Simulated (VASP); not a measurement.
# VASP 6.6.1 run: CdF$_{2}$

INCAR

```
SIGMA = 0.005
ISMEAR = -5
LCHARG = .FALSE.
ENCUT = 520
ISIF = 2
NSW = 0
LREAL = .FALSE.
PREC = Accurate
NELM = 74
GGA = PE
NBANDS = 20
IBRION = -1
LWAVE = .FALSE.
LASPH = .TRUE.
EDIFF = 1E-7
```

KPOINTS

```
KPOINTS created by Atomic Simulation Environment
0
Monkhorst-Pack
8 8 8
0 0 0
```

POSCAR

```
Cd F
 1.0000000000000000
    -0.0000000000000000    2.6941776810402964    2.6941776810402964
     2.6941776810402964   -0.0000000000000000    2.6941776810402964
     2.6941776810402964    2.6941776810402964    0.0000000000000000
 Cd  F
   1   2
Cartesian
 -0.0000000000000000  0.0000000000000000 -0.0000000000000000
  1.3470888405201480  1.3470888405201480  1.3470888405201480
  4.0412665215604449  4.0412665215604449  4.0412665215604449
```

The recommended PBE PAW datasets give the neutral cell 26 valence electrons.

Command

```
mpirun -np 1 vasp_std
```

Task: How does this run end, and what does it give?

Result: It converged. Results: gap between bands v and c on the k mesh 3.25 eV; least direct gap on the k mesh 3.72 eV; pressure 6.2 GPa. Band v is the last that the valence electrons fill when counted band by band, and c is the next.

OSZICAR

```
N       E                     dE             d eps       ncg     rms          rms(c)
DAV:   1     0.193231321438E+03    0.19323E+03   -0.15630E+04  2512   0.132E+03
DAV:   2    -0.417687373313E+01   -0.19741E+03   -0.19043E+03  2612   0.341E+02
DAV:   3    -0.125300426116E+02   -0.83532E+01   -0.83302E+01  2756   0.760E+01
DAV:   4    -0.125666893311E+02   -0.36647E-01   -0.36645E-01  2608   0.516E+00
DAV:   5    -0.125668226898E+02   -0.13336E-03   -0.13336E-03  2720   0.278E-01    0.103E+01
DAV:   6    -0.108260505767E+02    0.17408E+01   -0.39375E+00  3068   0.377E+01    0.746E+00
DAV:   7    -0.108749087434E+02   -0.48858E-01   -0.92101E-01  2480   0.867E+00    0.426E+00
DAV:   8    -0.108682774963E+02    0.66312E-02   -0.14234E-01  2504   0.355E+00    0.724E-01
DAV:   9    -0.108589773539E+02    0.93001E-02   -0.35775E-02  2912   0.238E+00    0.879E-02
DAV:  10    -0.108595494486E+02   -0.57209E-03   -0.29684E-03  2504   0.601E-01    0.121E-01
DAV:  11    -0.108596511307E+02   -0.10168E-03   -0.13280E-04  2624   0.113E-01    0.367E-02
DAV:  12    -0.108596724797E+02   -0.21349E-04   -0.35330E-05  2484   0.519E-02    0.183E-02
DAV:  13    -0.108596743334E+02   -0.18536E-05   -0.71086E-06  2656   0.218E-02    0.346E-03
DAV:  14    -0.108596741371E+02    0.19625E-06   -0.63615E-07  2624   0.100E-02    0.865E-04
DAV:  15    -0.108596741704E+02   -0.33308E-07   -0.69992E-08  2128   0.252E-03
   1 F= -.10859674E+02 E0= -.10859674E+02  d E =0.000000E+00
```

The shifted mesh misses Γ, so a band edge there is missed.

For comparison, a separate PBE run of the intended cell, on usual settings and not on those above, gives a gap of 3.07 eV on its mesh and a pressure of 6.2 GPa.
